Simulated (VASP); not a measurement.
Here is a VASP 6.6.1 calculation.

INCAR

```
PREC = Accurate
ENCUT = 520
EDIFF = 1E-5
ISMEAR = -1
SIGMA = 0.05
LREAL = Auto
LASPH = True
NELM = 100
ALGO = Normal
ISIF = 2
LWAVE = False
LCHARG = False
GGA = PE
IVDW = 12
NBANDS = 56
IBRION = 0
NSW = 40
POTIM = 0.75
TEBEG = 300.0
TEEND = 300.0
ISYM = 0
NELMIN = 4
RANDOM_SEED = 409192 0 0
MDALGO = 3
LANGEVIN_GAMMA = 5 5
```

Contents of KPOINTS:

```
Automatic mesh
0
Gamma
  1 1 1
```

Contents of POSCAR:

```
HF
1.0
    6.9795320000      0.0000000000      0.0000000000
    0.0000000000      6.9795320000      0.0000000000
    0.0000000000      0.0000000000      6.9795320000
F H
10 10
Direct
    0.5206875000      0.5789536600      0.6206809100
    0.7295388800      0.7744044800      0.9020104300
    0.2027695500      0.6548129100      0.8888377700
    0.2898041800      0.2926688800      0.9270455600
    0.8746547000      0.6784791200      0.5505127800
    0.1695488600      0.8135929300      0.3858134900
    0.8535580300      0.3264134600      0.4978914800
    0.1855366900      0.1456200700      0.2616744000
    0.4394521500      0.8565334400      0.0701084400
    0.6259990100      0.3509746500      0.2000523300
    0.3919314600      0.6192484000      0.6119925700
    0.6991380100      0.6679152000      0.8272216700
    0.3013942100      0.7217099300      0.9550485800
    0.2291782100      0.4182144100      0.9489824700
    0.9899286900      0.7468172900      0.5128253400
    0.1794661800      0.9418631000      0.3278504600
    0.8810908500      0.4551840100      0.4937378800
    0.2385030900      0.1606891500      0.1414759200
    0.5703891800      0.8344570300      0.0202382000
    0.6947347400      0.3213710000      0.3114800400
```

Potentials or basis: VASP PAW PBE potentials, release 64 (F, H).

Command:

```sh
$ cat potpaw_PBE.64/F/POTCAR potpaw_PBE.64/H/POTCAR > POTCAR
$ mpirun -np 1 vasp_gam > vasp.out
```

**Question.** What does it give for the dispersion energy per atom?

**Answer.** -0.018 eV.

The path:
```tsv
step	potential energy change (eV)	largest force (eV/Å)	pressure (GPa)	volume (Å³)	temperature (K)
1	0.0000	2.4980	0.54	340.00	304
2	-0.0205	2.0393	0.25	340.00	310
3	-0.0768	1.5174	-0.26	340.00	334
4	-0.1044	1.2818	-0.83	340.00	343
5	-0.0765	1.2869	-1.28	340.00	324
6	-0.0177	1.8449	-1.54	340.00	288
7	0.0318	2.1059	-1.65	340.00	261
8	0.0354	2.1149	-1.62	340.00	256
9	-0.0205	1.8665	-1.50	340.00	273
10	-0.1081	1.4573	-1.22	340.00	300
11	-0.1658	1.4295	-0.83	340.00	314
12	-0.1589	1.2308	-0.34	340.00	318
13	-0.1016	2.1256	0.13	340.00	306
14	-0.0655	2.7391	0.38	340.00	294
15	-0.1114	2.3099	0.28	340.00	311
16	-0.1941	1.5334	-0.12	340.00	336
17	-0.2414	1.2564	-0.58	340.00	351
18	-0.2293	1.2078	-1.04	340.00	349
19	-0.1723	1.8388	-1.43	340.00	333
20	-0.1103	2.1692	-1.70	340.00	315
21	-0.0753	2.2563	-1.82	340.00	301
22	-0.0865	2.1153	-1.78	340.00	300
23	-0.1324	1.7660	-1.63	340.00	317
24	-0.1866	1.2747	-1.32	340.00	331
25	-0.2076	1.1977	-0.90	340.00	326
26	-0.1651	1.1772	-0.41	340.00	301
27	-0.0726	2.2964	0.04	340.00	262
28	-0.0142	2.9248	0.27	340.00	241
29	-0.0470	2.5801	0.23	340.00	256
30	-0.1205	1.3965	-0.04	340.00	292
31	-0.1480	1.1515	-0.41	340.00	313
32	-0.1014	1.2334	-0.76	340.00	300
33	-0.0239	1.8255	-1.02	340.00	270
34	0.0350	2.0728	-1.23	340.00	246
35	0.0393	2.1401	-1.40	340.00	245
36	-0.0160	1.9649	-1.49	340.00	272
37	-0.0833	1.5850	-1.47	340.00	298
38	-0.1192	1.3268	-1.20	340.00	306
39	-0.0937	1.9857	-0.78	340.00	297
40	-0.0333	2.7211	-0.30	340.00	278
```
